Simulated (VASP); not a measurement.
Set up this calculation in VASP 6.6.1, as the native input.

```
Task                   : relaxation of cell and atoms
Functional             : PBE
Potentials or basis    : VASP PAW PBE potentials, release 64 (Al, N)
Cutoff                 : 700 eV
k mesh                 : 12 × 12 × 6
Occupations            : gaussian, width 0.02 eV
Spin                   : no spin polarisation
Further INCAR settings : ALGO = Fast; EDIFF = 1e-07; IBRION = 2; EDIFFG = -0.002; NSW = 80; ISIF = 3
```

The structure of AlN lies in POSCAR:

```
AlN                                     
1.0
    3.1279494634      0.0000000000      0.0000000000
   -1.5639747317      2.7088836951     -0.0000000000
   -0.0000000000     -0.0000000000      5.0149387346
  Al              N             
     2     2
Direct
     0.3333333300000021    0.6666666699999979    0.9992473279327608
     0.6666666699999979    0.3333333300000021    0.4992473279327608
     0.3333333300000021    0.6666666699999979    0.3807526720672417
     0.6666666699999979    0.3333333300000021    0.8807526720672417
```

One way to write it, as run:

INCAR

```
PREC = Accurate
ENCUT = 700
EDIFF = 1E-7
ISMEAR = 0
SIGMA = 0.02
LREAL = False
LASPH = True
NELM = 60
ALGO = Fast
ISIF = 3
LWAVE = False
LCHARG = False
GGA = PE
IBRION = 2
NSW = 80
EDIFFG = -0.002
KPAR = 4
```

KPOINTS

```
Automatic mesh
0
Gamma
  12 12 6
```

Potentials or basis: VASP PAW PBE potentials, release 64 (Al, N).

Run with:

```sh
$ cat potpaw_PBE.64/Al/POTCAR potpaw_PBE.64/N/POTCAR > POTCAR
$ mpirun -np 4 vasp_std > vasp.out
```

Results of the run:

The energy gained by relaxing is 0.0 meV/atom, the ionic steps are 3 and the pressure after relaxing is 0.0 GPa. The band gap on the k mesh is 4.06 eV, direct.

It took 31 s on 4 MPI ranks on Intel(R) Xeon(R) Platinum 8259CL CPU @ 2.50GHz (Skylake/Cascade Lake), with other jobs on the host, peak memory 0.21 GiB a rank.
